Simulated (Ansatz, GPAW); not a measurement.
# Geometry or basis: what sets the conductance of a Pt chain with one Al atom in line

How well does a Pt chain with one Al atom in line conduct once its atoms have relaxed, and how much do cheaper levels lose?

Calculated with GPAW 26.7.0 and Ansatz 0.2.0; Ansatz plane waves; relaxation of the junction with the lead ends held, in the first sound run; inputs show where later runs differ.

This is a report of a sequence of runs, with most program output left out.

### 1. The starting structure

The cell holds 17 atoms: 16 Pt and 1 Al. Its edges and angles: a = 9.000 Å, b = 9.000 Å, c = 40.679 Å, α = 90.0°, β = 90.0°, γ = 90.0°. Regions: left lead, 8 atoms (8 Pt); channel, 1 atom (1 Al); right lead, 8 atoms (8 Pt). Vacuum lies along a and b. The structure is stacked along c, and the current runs across the ab planes.

### 2. Relaxation

Transmission follows bond lengths closely, so the atoms between the held lead ends are relaxed first, from a slightly shaken start that lets symmetry break.

Input file input.yaml:

```yaml
crystal:
  lattice:
    - [9.0, 0.0, 0.0]
    - [0.0, 9.0, 0.0]
    - [0.0, 0.0, 40.6794]
  atoms:
    - { symbol: Pt, position: [0.5, 0.5, 0.0294989602] }
    - { symbol: Pt, position: [0.5, 0.5, 0.0884968805] }
    - { symbol: Pt, position: [0.5, 0.5, 0.1474948008] }
    - { symbol: Pt, position: [0.5, 0.5, 0.2064927211] }
    - { symbol: Pt, position: [0.5, 0.5, 0.2654906415] }
    - { symbol: Pt, position: [0.5, 0.5, 0.3244885618] }
    - { symbol: Pt, position: [0.5036708748, 0.5011281043, 0.3830882671] }
    - { symbol: Pt, position: [0.4957991938, 0.4936845958, 0.4424981477] }
    - { symbol: Al, position: [0.4972981097, 0.4970928135, 0.4998363033] }
    - { symbol: Pt, position: [0.4998271799, 0.4924107239, 0.5581978691] }
    - { symbol: Pt, position: [0.493243848, 0.506198747, 0.6169490465] }
    - { symbol: Pt, position: [0.5, 0.5, 0.6755114382] }
    - { symbol: Pt, position: [0.5, 0.5, 0.7345093585] }
    - { symbol: Pt, position: [0.5, 0.5, 0.7935072789] }
    - { symbol: Pt, position: [0.5, 0.5, 0.8525051992] }
    - { symbol: Pt, position: [0.5, 0.5, 0.9115031195] }
    - { symbol: Pt, position: [0.5, 0.5, 0.9705010398] }
kpoints:
  mp_grid: { grid: [1, 1, 2] }
hamiltonian:
  xc: pbe
scf:
  occupations: { method: fermi_dirac, width: 0.1 }
relax:
  f_tol: 0.03
  max_steps: 80
  constraints: [{ sites: [0, 1, 2, 3, 4, 5, 11, 12, 13, 14, 15, 16] }]
```

The run is started by

```sh
> ansatz run input.yaml --threads 4 --pin off --max-ram 8192MiB --backend cpu --events-out ev --progress --plain --runs-dir out
```

Wall time 1.8 min (4 threads of Arm Neoverse V2, shared host); peak memory 4.8 GiB.

Relaxation path:

```csv
step,energy less that of the first step (eV),largest force component (eV/Å)
1,0.0000,1.0961
2,-0.0850,0.3017
3,-0.2366,0.9519
4,-0.4122,0.7402
5,-0.4704,0.2219
6,-0.4854,0.0343
7,-0.4863,0.0125
```

The atoms that moved most (Å):

```csv
atom,dx,dy,dz,length
Pt7,0.166,0.411,0.002,0.444
Pt11,0.065,0.407,-0.005,0.412
Pt8,-0.182,-0.340,-0.037,0.388
Pt10,0.059,-0.380,0.004,0.385
Al9,0.033,0.027,0.004,0.043
```

Numbers from this step:

```
free energy         : -200864.1131 eV
smearing term TS    : 1.089 eV
symmetry operations : 1
```

The relaxation lowered the energy of the cell by 0.486 eV.

### 3. Plane waves, PBE

Plane waves give the reference curve, free of the bias of atom-centred orbitals.

This step: Ansatz plane waves; Landauer transmission by layers, zero bias (Ansatz 0.2.0).

Input file input.yaml:

```yaml
crystal:
  lattice:
    - [9.0, 0.0, 0.0]
    - [0.0, 9.0, 0.0]
    - [0.0, 0.0, 40.6794]
  atoms:
    - { symbol: Pt, position: [0.5, 0.5, 0.0294989602] }
    - { symbol: Pt, position: [0.5, 0.5, 0.0884968805] }
    - { symbol: Pt, position: [0.5, 0.5, 0.1474948008] }
    - { symbol: Pt, position: [0.5, 0.5, 0.2064927211] }
    - { symbol: Pt, position: [0.5, 0.5, 0.2654906415] }
    - { symbol: Pt, position: [0.5, 0.5, 0.3244885618] }
    - { symbol: Pt, position: [0.5221570996, 0.5468200448, 0.3831412849] }
    - { symbol: Pt, position: [0.4755924963, 0.455880726, 0.4415984017] }
    - { symbol: Al, position: [0.5009276591, 0.5001038902, 0.4999264058] }
    - { symbol: Pt, position: [0.5063441328, 0.4501374928, 0.5582964233] }
    - { symbol: Pt, position: [0.5004611021, 0.5514314774, 0.6168371803] }
    - { symbol: Pt, position: [0.5, 0.5, 0.6755114382] }
    - { symbol: Pt, position: [0.5, 0.5, 0.7345093585] }
    - { symbol: Pt, position: [0.5, 0.5, 0.7935072789] }
    - { symbol: Pt, position: [0.5, 0.5, 0.8525051992] }
    - { symbol: Pt, position: [0.5, 0.5, 0.9115031195] }
    - { symbol: Pt, position: [0.5, 0.5, 0.9705010398] }
kpoints:
  mp_grid: { grid: [1, 1, 2] }
hamiltonian:
  xc: pbe
scf:
  occupations: { method: fermi_dirac, width: 0.1 }
output:
  transmission:
    leads: [[0, 1]]
    e_range: [-2, 2]
    de: 0.025
    kmesh: [1, 1]
    reduced_basis: true
  write_potential: true
  write_density: true
  volumetric_format: npy
  elf: true
```

Wall time 2 min (4 threads); peak memory 5 GiB; 6 min of CPU time.

This step gave:

- free energy: -200864.1132 eV
- lead level: 0 eV from the Fermi level
- transmission at the Fermi level (one spin): 1.018
- open channels of the lead at the Fermi level (one spin): 4
- step of the potential along the lead: 2.8 meV
- offset of the lead: 0 Å
- filling of the lead less its bulk value, in size: 2.3 meV
- conductance: 1.019 G₀

One spin. Table of transmission, zone mean by energy, zero at the Fermi level:

```csv
energy (eV),"transmission, zone mean"
-2.000,1.01
-1.900,1.01
-1.800,1.02
-1.700,1.05
-1.600,1.13
-1.500,1.16
-1.400,1.19
-1.325,1.20
-1.300,1.20
-1.200,1.17
-1.100,1.15
-1.000,1.11
-0.900,1.13
-0.800,1.24
-0.700,1.31
-0.600,1.38
-0.500,1.29
-0.400,1.43
-0.300,1.18
-0.275,1.20
-0.200,1.14
-0.100,1.07
0.000,1.02
0.100,0.969
0.200,0.931
0.300,0.830
0.400,0.894
0.500,0.905
0.525,0.905
0.600,0.902
0.700,0.886
0.800,0.737
0.900,0.675
1.000,0.648
1.100,0.634
1.200,0.627
1.300,0.626
1.400,0.630
1.500,0.641
1.600,0.658
1.700,0.684
1.800,0.723
1.900,0.787
2.000,0.907
```

One spin. The open channels, zone mean by energy, zero at the Fermi level:

```csv
energy (eV),"open channels, zone mean"
-2.000,3
-1.900,3
-1.800,3
-1.700,3
-1.600,4
-1.500,4
-1.400,6
-1.300,6
-1.200,6
-1.100,6
-1.000,6
-0.900,6
-0.800,6
-0.700,6
-0.600,6
-0.500,6
-0.400,4
-0.300,4
-0.200,4
-0.100,4
0.000,4
0.100,4
0.200,4
0.300,3
0.400,3
0.500,3
0.600,3
0.700,3
0.800,1
0.900,1
1.000,1
1.100,1
1.200,1
1.300,1
1.400,1
1.500,1
1.600,1
1.700,1
1.800,1
1.900,1
2.000,1
```

Crystal 0, spin -, k parallel (0, 0); distinct values, listed up to 1.5 1/Å. Table of Im kz of the slowest decaying states by energy, zero at the Fermi level:

```csv
energy (eV),decay 1 (Å⁻¹),decay 2 (Å⁻¹),decay 3 (Å⁻¹),decay 4 (Å⁻¹)
-2.000,0.385,0.609,0.610,1.40
-1.800,0.271,0.497,0.498,1.38
-1.600,0.337,0.337,1.36,1.36
-1.400,1.34,1.34,1.37,1.48
-1.200,1.32,1.32,1.35,1.46
-1.000,1.30,1.30,1.33,1.44
-0.800,1.28,1.28,1.31,1.43
-0.600,1.26,1.26,1.29,1.41
-0.400,0.126,0.126,1.24,1.24
-0.200,0.357,0.357,1.22,1.22
0.000,0.474,0.474,1.20,1.23
0.200,0.558,0.558,1.18,1.18
0.400,0.142,0.623,0.623,1.16
0.600,0.242,0.676,0.676,1.14
0.800,0.0320,0.0343,0.308,0.721
1.000,0.117,0.118,0.360,0.759
1.200,0.157,0.158,0.402,0.793
1.400,0.184,0.184,0.438,0.822
1.600,0.203,0.203,0.469,0.848
1.800,0.216,0.216,0.496,0.872
2.000,0.224,0.224,0.519,0.893
```

Crystal 0, spin -, k parallel (0, 0). The Re kz of states that move upwards by energy, zero at the Fermi level:

```csv
energy (eV),channel 1 (Å⁻¹),channel 2 (Å⁻¹),channel 3 (Å⁻¹),channel 4 (Å⁻¹),channel 5 (Å⁻¹),channel 6 (Å⁻¹)
-2.0000,-0.639,-0.638,0.728,-,-,-
-1.7500,-0.589,-0.589,0.753,-,-,-
-1.5000,-0.541,-0.541,0.200,0.780,-,-
-1.2500,-0.495,-0.494,0.370,0.392,0.393,0.809
-1.0000,-0.449,-0.449,0.485,0.622,0.622,0.841
-0.7500,-0.403,-0.403,0.576,0.829,0.829,0.878
-0.5000,-0.357,-0.357,0.653,0.924,1.09,1.09
-0.2500,-0.310,-0.310,0.715,0.984,-,-
0.0000,-0.261,-0.261,0.766,1.07,-,-
0.2500,-0.208,-0.208,0.807,1.21,-,-
0.5000,-0.147,-0.146,0.840,-,-,-
0.7500,-0.0495,-0.0478,0.869,-,-,-
1.0000,0.895,-,-,-,-,-
1.2500,0.919,-,-,-,-,-
1.5000,0.942,-,-,-,-,-
1.7500,0.964,-,-,-,-,-
2.0000,0.985,-,-,-,-,-
```

The electrostatic potential energy of an electron (with the applied field's), less the Fermi level, planar mean oscillates, so the rows of the table below give means over windows of 2.4 Å about each position, cut where the curve ends. Its first 14 maxima inside the range that stand out by 2 % of the span (Å: eV): 2.4: 5.72, 4.8: 5.71, 7.2: 5.71, 9.6: 5.69, 12.0: 5.68, 14.4: 5.63, 16.8: 5.43, 19.1: 5.10, 21.6: 5.10, 23.9: 5.43, 26.3: 5.63, 28.7: 5.68, 31.1: 5.69, 33.5: 5.71. Its first 14 minima: 1.1: 3.76, 3.5: 3.75, 5.9: 3.76, 8.3: 3.74, 10.7: 3.72, 13.1: 3.71, 15.5: 3.63, 17.9: 3.42, 20.3: 4.03, 22.7: 3.42, 25.1: 3.63, 27.5: 3.71, 29.9: 3.72, 32.3: 3.74.

Electrostatic potential energy of an electron (with the applied field's), less the Fermi level, planar mean against z; means over each step:

```csv
z (Å),"electrostatic potential energy of an electron (with the applied field's), less the Fermi level, planar mean (eV)"
1.20,4.76
3.60,4.75
6.00,4.76
8.40,4.74
10.80,4.72
13.20,4.70
15.60,4.61
18.00,4.39
20.40,4.47
22.80,4.41
25.20,4.62
27.60,4.71
30.00,4.72
32.40,4.74
34.80,4.76
37.20,4.75
39.60,4.64
```

The valence density, planar mean oscillates, so the rows of the table below give means over windows of 2.4 Å about each position, cut where the curve ends. Its first 14 maxima inside the range that stand out by 2 % of the span (Å: e/Å³): 1.1: 0.196, 3.5: 0.196, 5.9: 0.197, 8.3: 0.197, 10.7: 0.197, 13.1: 0.197, 15.5: 0.197, 17.9: 0.197, 22.7: 0.197, 25.1: 0.197, 27.5: 0.197, 29.9: 0.197, 32.3: 0.197, 34.7: 0.197. Its first 14 minima: 2.4: 0.0225, 4.8: 0.0224, 7.2: 0.0225, 9.6: 0.0225, 12.0: 0.0226, 14.4: 0.0228, 16.8: 0.0214, 20.3: 0.0103, 23.9: 0.0213, 26.3: 0.0228, 28.7: 0.0226, 31.1: 0.0225, 33.5: 0.0225, 35.9: 0.0224.

The valence density, planar mean by z; means over each step:

```csv
z (Å),"valence density, planar mean (e/Å³)"
1.20,0.0926
3.60,0.0926
6.00,0.0926
8.40,0.0926
10.80,0.0926
13.20,0.0927
15.60,0.0929
18.00,0.0934
20.40,0.0142
22.80,0.0934
25.20,0.0929
27.60,0.0926
30.00,0.0926
32.40,0.0926
34.80,0.0926
37.20,0.0926
39.60,0.101
```

Electrostatic potential energy in the cb plane at fractional x = 0.500, with atoms of Pt and Al within 0.2 Å of it. With pseudopotentials it is smooth inside the atoms' cores, unlike the true potential.

Values in eV, 13 rows by 16 columns, each cell a mean:
```
  2   2   2   2   2   2   2   2   2   2   2   2   2   2   2   2
  2   2   2   2   2   2   2   2   1   1   2   2   2   2   2   2
  2   2   2   2   2   2   2   2   1   1   1   2   2   2   2   2
  2   2   2   1   0   1   2   2   1   0   1   2   2   0   0   2
 -2  -1  -3  -3 -23  -8   1   1  -2  -6  -1   1   0 -18 -23  -2
-32 -21 -46 -16 -64 -31 -10 -10 -10 -18  -6 -12  -7 -48 -58 -17
-50 -36 -66 -18 -49 -22 -45 -48 -14 -14 -15 -58 -32 -32 -41 -27
-20 -13 -31  -4  -4  -3 -41 -44  -9 -16 -11 -59 -31  -3  -3  -8
  0   0  -1   1   2   1  -6  -7  -1  -2  -2 -13  -5   1   2   1
  2   2   2   2   2   2   1   1   1   1   1   1   1   2   2   2
  2   2   2   2   2   2   2   2   1   1   1   2   2   2   2   2
  2   2   2   2   2   2   2   2   2   2   2   2   2   2   2   2
  2   2   2   2   2   2   2   2   2   2   2   2   2   2   2   2
```
Columns run along c (16.0 Å, from fractional 0.27 to 0.67 of the cell; values clipped at the 3rd and 97th percentile), rows up along b (9.0 Å). Atoms in or near the plane, at fractional coordinates: Pt at (0.32, 0.50), Pt at (0.38, 0.55), Al at (0.50, 0.50), Pt at (0.56, 0.45), Pt at (0.62, 0.55).

ELF in the cb plane at fractional x = 0.500, with atoms of Pt and Al within 0.2 Å of it. It is the smooth field of the valence electrons, not physical close to the nuclei.

Ten even steps from '0' (0.00) to '9' (0.79), each cell a mean:
```
00000000000000000000000000000000000000000000
00000000000000000000000000000000000000000000
00000000000000000000000000000000000000000000
00000000000000000000000000000000000000000000
00000000000111100000000000000000000001111000
10000110001222210000000000000000000012221100
21111221112333211001112222222111000123332111
32222333222344321122234555554322211123443222
43333444333466422333346887887543332235664233
54334565434687633444457996799644443247886344
75445787444788633455557953389645544358886445
87446888544788633577656826358557764347876446
86435887534566433688756833267568885345664436
64334676334444433688755874587468885234444334
43333454323333322467544787785357763223333323
33223343222222212344433566654334542112222123
22112232110111111233322233332223432101110012
11001111100000001222211111111122321100000001
00000000000000000111110000000011111000000000
00000000000000000000000000000000100000000000
00000000000000000000000000000000000000000000
00000000000000000000000000000000000000000000
00000000000000000000000000000000000000000000
00000000000000000000000000000000000000000000
```
Columns run along c (16.0 Å, from fractional 0.27 to 0.67 of the cell), rows up along b (9.0 Å). Atoms in or near the plane, at fractional coordinates: Pt at (0.32, 0.50), Pt at (0.38, 0.55), Al at (0.50, 0.50), Pt at (0.56, 0.45), Pt at (0.62, 0.55).

Valence density in the cb plane at fractional x = 0.500, with atoms of Pt and Al within 0.2 Å of it. It is the smooth field of the valence electrons, not physical close to the nuclei.

Ten steps, logarithmic in the rise over the least value, from '0' (0 e/Å³) to '9' (11 e/Å³), each cell a mean:
```
00000000000000000000000000000000000000000000
00000000000000000000000000000000000000000000
00000000000000000000000000000000000000000000
00000000000000000000000000000000000000000000
00000000000000000000000000000000000000000000
00000000000000000000000000000000000000000000
00000000000111000000000000000000000001111000
10000111111232210000000000000000000012332111
22112232223566421111111111110011111135764222
64324565335798642222221111111122222258997434
86446898545899743455532211122335543368997546
97547999645799744688753211123468875358987447
97447998634576534799864321123479986346765347
75335776422333324699863221123479986323332235
43222443211111112577642211112357874211111112
11111111100000001244321110111234542100000001
00000000000000000111110000000012211000000000
00000000000000000000000000000000000000000000
00000000000000000000000000000000000000000000
00000000000000000000000000000000000000000000
00000000000000000000000000000000000000000000
00000000000000000000000000000000000000000000
00000000000000000000000000000000000000000000
00000000000000000000000000000000000000000000
```
Columns run along c (16.0 Å, from fractional 0.27 to 0.67 of the cell), rows up along b (9.0 Å). Atoms in or near the plane, at fractional coordinates: Pt at (0.32, 0.50), Pt at (0.38, 0.55), Al at (0.50, 0.50), Pt at (0.56, 0.45), Pt at (0.62, 0.55).

T at the Fermi level is 1.02 of 4 open channels a spin, without spin-orbit coupling, which is large for these atoms.

### 4. GPAW, dzp

The script solves lead and junction separately, takes H and S in the orbital basis, and joins semi-infinite leads through their self-energies; the dzp basis is the working standard.

This step: GPAW LCAO, PAW setups; Landauer transmission from Green's functions with principal layers (ASE), zero bias (GPAW 26.7.0).

Input file run.py:

```python
import json
import numpy as np
from ase import Atoms
from ase.transport.calculators import TransportCalculator
from gpaw import GPAW, FermiDirac
from gpaw.lcao.tools import get_lcao_hamiltonian
from scipy.linalg import eigh

# The junction with lead layers at both ends, along the third cell vector
device = Atoms(
    ['Pt', 'Pt', 'Pt', 'Pt', 'Pt', 'Pt', 'Pt', 'Pt', 'Al', 'Pt', 'Pt', 'Pt', 'Pt', 'Pt', 'Pt', 'Pt', 'Pt'],
    positions=[
        [4.50000, 4.50000, 1.20000],
        [4.50000, 4.50000, 3.60000],
        [4.50000, 4.50000, 6.00000],
        [4.50000, 4.50000, 8.40000],
        [4.50000, 4.50000, 10.80000],
        [4.50000, 4.50000, 13.20000],
        [4.69941, 4.92138, 15.58596],
        [4.28033, 4.10293, 17.96396],
        [4.50835, 4.50094, 20.33671],
        [4.55710, 4.05124, 22.71116],
        [4.50415, 4.96288, 25.09257],
        [4.50000, 4.50000, 27.47940],
        [4.50000, 4.50000, 29.87940],
        [4.50000, 4.50000, 32.27940],
        [4.50000, 4.50000, 34.67940],
        [4.50000, 4.50000, 37.07940],
        [4.50000, 4.50000, 39.47940]],
    cell=[[9.0, 0.0, 0.0], [0.0, 9.0, 0.0], [0.0, 0.0, 40.6794]],
    pbc=True)

# One principal layer of the lead: the first 5 atoms of the device
lead = Atoms(
    ['Pt', 'Pt', 'Pt', 'Pt', 'Pt'],
    positions=[
        [4.50000, 4.50000, 1.20000],
        [4.50000, 4.50000, 3.60000],
        [4.50000, 4.50000, 6.00000],
        [4.50000, 4.50000, 8.40000],
        [4.50000, 4.50000, 10.80000]],
    cell=[[9.0, 0.0, 0.0], [0.0, 9.0, 0.0], [0.0, 0.0, 12.0]],
    pbc=True)

settings = dict(mode='lcao', basis='dzp', xc='PBE', h=0.2,
                occupations=FermiDirac(0.1), maxiter=250,
                mixer=dict(beta=0.1, nmaxold=8, weight=100.0),
                convergence=dict(density=0.0001))
energies = np.arange(-2, 2 + 1e-9, 0.025)
eta = 0.0001
n1, n2 = 1, 1
# k and -k transmit alike, so half of the mesh across the current serves
mesh = [(i, j) for i in range(n1) for j in range(n2) if (i, j) <= (-i % n1, -j % n2)]
weights = np.array([1 if (i, j) == (-i % n1, -j % n2) else 2 for i, j in mesh]) / (n1 * n2)

# [... helper functions left out ...]
fermi_lead = ground_state(lead, (1, 1, 10), 'lead.txt')
fermi_device = ground_state(device, (1, 1, 2), 'device.txt')
# [... loop over the mesh left out, but for ...]
        # Shift the lead onto the potential of the device's first layer
        shift = ((H[:, 0, 0] - H0[:, 0, 0]) / S0[0, 0]).real.mean()
# [...]
kT = 8.617333e-5 * 300
bias = [0.1, 0.2, 0.5, 1.0, 1.5, 2.0]
# [... integrals and printing left out ...]
```

The run is started by

```sh
> OMP_NUM_THREADS=1 OPENBLAS_NUM_THREADS=1 python run.py
```

Wall time 4.6 min (1 thread); peak memory 1.5 GiB.

This step gave:

```
conductance                                    : 1.011 G₀
thermopower                                    : 3.917 μV/K
largest coupling past the next principal layer : 8.09e-6 eV
largest misfit of the first principal layer    : 0.2391 eV
shift that aligns the lead                     : -0.001179 eV
basis functions of the junction                : 445
basis functions of a principal layer           : 135
transmission at the Fermi level (one spin)     : 1.010
```

One spin. Transmission, zone mean against energy, zero at the Fermi level:

```csv
energy (eV),"transmission, zone mean"
-2.000,1.01
-1.900,1.02
-1.800,1.03
-1.700,1.06
-1.600,1.13
-1.500,1.20
-1.400,1.22
-1.300,1.23
-1.225,1.25
-1.200,1.24
-1.100,1.17
-1.000,1.15
-0.900,1.17
-0.800,1.21
-0.700,1.29
-0.600,1.41
-0.525,1.54
-0.500,1.51
-0.400,1.22
-0.300,1.24
-0.275,1.33
-0.200,1.17
-0.100,1.07
0.000,1.01
0.100,0.961
0.200,0.917
0.300,0.831
0.400,0.898
0.500,0.903
0.600,0.887
0.700,0.829
0.800,0.673
0.900,0.639
1.000,0.620
1.100,0.610
1.200,0.607
1.300,0.610
1.400,0.618
1.500,0.633
1.600,0.656
1.700,0.690
1.800,0.746
1.900,0.853
1.975,0.995
2.000,0.919
```

Not self-consistent under bias; the bias window is split evenly. The current through one cell, from the zero-bias transmission by bias:

```csv
bias (V),"current through one cell, from the zero-bias transmission (μA)"
0.100,7.84
0.200,15.7
0.500,39.6
1.000,81.6
1.500,125
2.000,160
```

The transmission of the three most open eigenchannels by energy, zero at the Fermi level:

```csv
energy (eV),channel 1,channel 2,channel 3
-2.000,0.965,0.0371,0.00828
-1.900,0.941,0.0614,0.0157
-1.800,0.915,0.0894,0.0284
-1.700,0.902,0.114,0.0477
-1.600,0.928,0.129,0.0744
-1.500,0.966,0.136,0.0970
-1.400,0.986,0.131,0.103
-1.300,0.998,0.123,0.109
-1.200,0.996,0.137,0.108
-1.100,0.955,0.108,0.105
-1.000,0.938,0.111,0.0987
-0.900,0.956,0.113,0.101
-0.800,0.981,0.121,0.105
-0.700,0.986,0.150,0.148
-0.600,0.913,0.316,0.167
-0.500,0.992,0.418,0.0823
-0.400,0.970,0.218,0.0227
-0.300,0.813,0.401,0.0156
-0.200,0.983,0.112,0.0689
-0.100,0.976,0.0520,0.0385
0.000,0.949,0.0360,0.0247
0.100,0.921,0.0264,0.0133
0.200,0.893,0.0190,0.00537
0.300,0.818,0.0126,3.0e-4
0.400,0.889,0.00864,8.4e-5
0.500,0.897,0.00574,2.7e-5
0.600,0.884,0.00324,6.8e-6
0.700,0.828,7.3e-4,7.8e-7
0.800,0.673,3.8e-8,3.0e-12
0.900,0.639,3.8e-8,0
1.000,0.620,3.8e-8,0
1.100,0.610,3.9e-8,0
1.200,0.607,3.9e-8,0
1.300,0.610,3.9e-8,0
1.400,0.618,4.0e-8,0
1.500,0.633,4.0e-8,0
1.600,0.656,4.0e-8,0
1.700,0.690,4.0e-8,0
1.800,0.746,4.1e-8,0
1.900,0.853,4.1e-8,0
2.000,0.919,4.1e-8,0
```

At the Fermi level T is 1.01 against 1.02 in plane waves. Couplings past the next layer reach 8.1e-6 eV, small enough to drop; the matrix elements of the cell's first layer differ from the bulk lead's by up to 0.24 eV. That layer keeps its own values in the calculation, and only beyond it is the lead taken as perfect. The Fermi levels of lead and junction count from different zeros of potential, one for each periodic cell; with both set to zero, the small remaining shift is what aligns them. Without spin-orbit coupling, which is large for these atoms, channel counts and T are those of the scalar-relativistic bands. By hand: G = 1.011 × 77.48 μS = 78.3 μS, a resistance of 12.8 kΩ; at 0.1 V a linear junction would pass 7.83 μA, and the integral over the bias window gives 7.84 μA. Mott's formula, S = -(π²/3)(k_B²T/e) d ln T/dE, has the prefactor 7.33 μV/K·eV at 300 K; T = 1.023 at -0.025 eV and 0.9968 at 0.025 eV give a slope of -0.527 per eV and S = 3.86 μV/K, beside 3.92 μV/K from the thermal integral, which interpolates the same grid.

(Continued in part 2 of 2.)

[Logs are printed without paths, hosts, clocks, repeated set-up lines and the standing remarks that a program may print on its own settings, such as how far it seeks lower states.]

[Hosts, paths, dates, database ids (printed as entryN), source tags and the programs' standing remarks are cut or masked in the printed files.]
